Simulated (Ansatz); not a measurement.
Data:

Starting cell, AlSb (zinc blende):

```xyz
2
Lattice="0.0000 3.1128 3.1128 3.1128 0.0000 3.1128 3.1128 3.1128 0.0000" Properties=species:S:1:pos:R:3 pbc="T T T"
Sb     4.6691     4.6691     4.6691
Al     0.0000     0.0000     0.0000
```

In this cell atom 1 (Sb, nearest neighbour Al at 2.696 Å; its periodic images, 4.4 Å or more away, move with it) is moved by s along Cartesian [110], unit vector (0.707, 0.707, 0.000); all other atoms and the cell stay fixed.

Computed with PBE (plane waves to 420 eV, PAW, scalar-relativistic; Ansatz, a program for electronic structure). k mesh 10×10×10 (Γ-centred), Fermi-Dirac smearing 0.05 eV. E stands for the smeared free energy. AlSb was relaxed with its symmetry unable to fall. Spin-orbit coupling is left out, though Sb is heavy. The zero of ΔE is the undisplaced structure.

The scan covers s from -0.270 to 0.270 Å in 11 points.

Problem. Is the energy the same for equal positive and negative displacements?

Solution. Even: the same for both signs. With its periodic images moving along, the atom's site symmetry in this cell is -43m.

Problem. What is the force constant k = d²E/ds² of this move at s = 0?

Solution. 7.49 eV/Å².

(For displaced atoms, the force is minus the slope of the energy, and its curvature is a force constant, which sets phonon frequencies.)
